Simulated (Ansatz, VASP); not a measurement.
**As in VASP and in Ansatz**

```
CELL_PARAMETERS angstrom
-1.66501 1.66501 1.66501
1.66501 -1.66501 1.66501
1.66501 1.66501 -1.66501
ATOMIC_POSITIONS crystal
As 0.00000 0.00000 0.00000
```

Alike in both runs: task single point; functional PBEsol; k mesh 8 × 8 × 8; occupations gaussian, width 0.1 eV; no spin polarisation.

|  | VASP | Ansatz |
| --- | --- | --- |
| version | VASP 6.6.1 | Ansatz 0.2.0 |
| potentials or method | VASP PAW PBE potentials, release 64 (As) | scalar-relativistic, plane waves, PAW |
| plane-wave cutoff (eV) | 520 | 420 |
| valence electrons in the cell | 5 | 15 |

|  | VASP | Ansatz | Ansatz less VASP |
| --- | --- | --- | --- |
| gap on the k mesh at the Fermi level (eV) | none | none | - |
| pressure (GPa) | -1.8 | -1.9 | -0.18 |

A gap of «none» marks a metal or a gap that the smearing closes. The two sets of potentials don't hold the same shells in valence.

Caveats: the PAW data sets were made with another functional, which shifts forces and pressure a little (VASP).
